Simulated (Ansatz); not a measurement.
**SnO2: response to uniaxial strain along c**

The task here is to estimate one member of a computed series from the others.

Computed with Ansatz 0.2.0 (DFT r2SCAN, scalar-relativistic, plane waves, PAW, unless a step's input says otherwise).

## The starting structure

Symmetry: P4_2/mnm, No. 136, tetragonal system. The conventional cell has a = 4.760 Å, b = 4.760 Å, c = 3.201 Å, α = 90.00°, β = 90.00°, γ = 90.00°. Sn (site symmetry mmm) is surrounded by 6 O at 2.06 to 2.07 Å. Around O (site symmetry m2m) lie 3 Sn at 2.06 to 2.07 Å.

Coordinates:

```xyz
6
Lattice="4.7599 0.0000 0.0000 0.0000 4.7599 0.0000 0.0000 0.0000 3.2007" Properties=species:S:1:pos:R:3 pbc="T T T"
Sn    2.3800    2.3800    1.6004
Sn    0.0000    0.0000    0.0000
O     1.4561    1.4561    0.0000
O     3.8361    0.9239    1.6004
O     0.9239    3.8361    1.6004
O     3.3038    3.3038    0.0000
```

It goes back to an entry of the Materials Project, which need not be the stable form.

This cell was relaxed beforehand with the same method: volume 12.09 Å³/atom, gap on the mesh 1.77 eV.

Set-up of the first run:

The input, input.yaml:

```yaml
crystal:
  lattice:
    - [4.7599378601, 0.0, 0.0]
    - [0.0, 4.7599378601, 0.0]
    - [0.0, 0.0, 3.2007107555]
  atoms:
    - { symbol: Sn, position: [0.5, 0.5, 0.5] }
    - { symbol: Sn, position: [0.0, 0.0, 0.0] }
    - { symbol: O, position: [0.3059102917, 0.3059102917, 0.0] }
    - { symbol: O, position: [0.8059102917, 0.1940897083, 0.5] }
    - { symbol: O, position: [0.1940897083, 0.8059102917, 0.5] }
    - { symbol: O, position: [0.6940897083, 0.6940897083, 0.0] }
basis:
  ecutwfc: 500
kpoints:
  mp_grid: { grid: [6, 6, 8] }
hamiltonian:
  xc: r2scan
scf:
  occupations: { method: gaussian, width: 0.02 }
output:
  forces: true
  stress: true
  eigenvalues: true
```

On the command line:

```
$ ansatz run input.yaml --threads 1 --pin off --max-ram 2560MiB --backend cpu --events-out ev --progress --plain --runs-dir out
```

Among the steps run: Reference cell for the strains; The gap over the whole zone; Strain -2.0 %; Band edges over the zone at -2.0 %; At +2.0 %; Band edges over the zone at +2.0 %; The cell strained by -4.0 %; Band edges over the zone at -4.0 %; The cell strained by +4.0 %; The gap over the whole zone at +4.0 %; At -6.0 %; Seeking the band edges at -6.0 %; Strain +6.0 %; Seeking the band edges at +6.0 %.

One table of the session follows, with a row left open; its other results are not shown here.

Lengths are those of the vectors of the cell that was run; stresses in GPa:

| strain (%) | ΔE (meV/atom) | a (Å) | b (Å) | c (Å) |
| --- | --- | --- | --- | --- |
| -6.0 | 51.5 | 4.863 | 4.863 | 3.009 |
| -4.0 | ? | ? | ? | ? |
| -2.0 | 5.2 | 4.794 | 4.794 | 3.137 |
| +0.0 | 0.0 | 4.760 | 4.760 | 3.201 |
| +2.0 | 4.7 | 4.727 | 4.727 | 3.265 |
| +4.0 | 18.1 | 4.694 | 4.694 | 3.329 |
| +6.0 | 38.8 | 4.663 | 4.663 | 3.393 |

**Question.** Estimate the row for strain (%) = -4.0.

Worked estimate for «ΔE (meV/atom)». A straight line through the neighbours (-6.0, 51.5) and (-2.0, 5.2) gives 51.5 + (5.2 − 51.5) × (-4.0 + 6.0) / (-2.0 + 6.0) = 28.4; a parabola fitted to 3 rows on both sides gives 22.4.

**Answer.** ΔE (meV/atom): 21.9; a (Å): 4.829; b (Å): 4.829; c (Å): 3.073. In «ΔE (meV/atom)» the line misses by +6.5 and the parabola by +0.5.

ΔE is over the unstrained cell. Stress in GPa, positive in compression, on the Cartesian axes of the input.
